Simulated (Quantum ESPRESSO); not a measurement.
**MnO under changes of volume**

One of the cells (14.465 Å³/atom); the others are scaled copies at fixed shape and fractional positions:

```
Mn O
1.0
     0.00000    2.43651    2.43651
     2.43651    0.00000    2.43651
     2.43651    2.43651    0.00000
Mn O
1 1
Cartesian
  0.0000 0.0000 0.0000
  1.2183 1.2183 1.2183
```

Measurements of this composition are mostly on another form, of space group No. 225.

* Program: Quantum ESPRESSO 7.5
* Functional: PBE
* Potentials or basis: SSSP 1.3 efficiency PBE
* Cutoff: 884 eV
* Density cutoff: 10612 eV
* k mesh: 9 × 9 × 9
* Occupations: fermi-dirac, width 0.05 eV
* Spin: collinear spin, ferromagnetic start
* Starting moments: [4.0, 0.0] μB

```csv
volume (Å³/atom),energy over the lowest point (meV/atom),pressure (GPa)
13.597,?,?
13.886,0.00,-0.6
14.175,2.79,-2.8
14.465,9.39,-4.8
14.754,19.44,-6.6
15.043,32.65,-8.2
15.332,48.52,-9.6
```

Task: What does the run at 13.597 Å³/atom give?

Result: Energy over the lowest point 1.53 meV/atom; pressure 1.9 GPa.

Worked out: A Birch-Murnaghan fit of order 3 (a polynomial in V^(-2/3)) to the other rows has its minimum at 13.84 Å³/atom, just outside them, with B0 = V·E''(V) = 116 GPa and B' = 4.3. It gives 1.54 meV/atom at 13.597 Å³/atom, against the run's 1.53, and -dE/dV = 2.1 GPa, against 1.9.

Energies are extrapolated to zero smearing.

Caveats: a cell with one magnetic atom can't hold antiferromagnetic order, which such compounds often take.
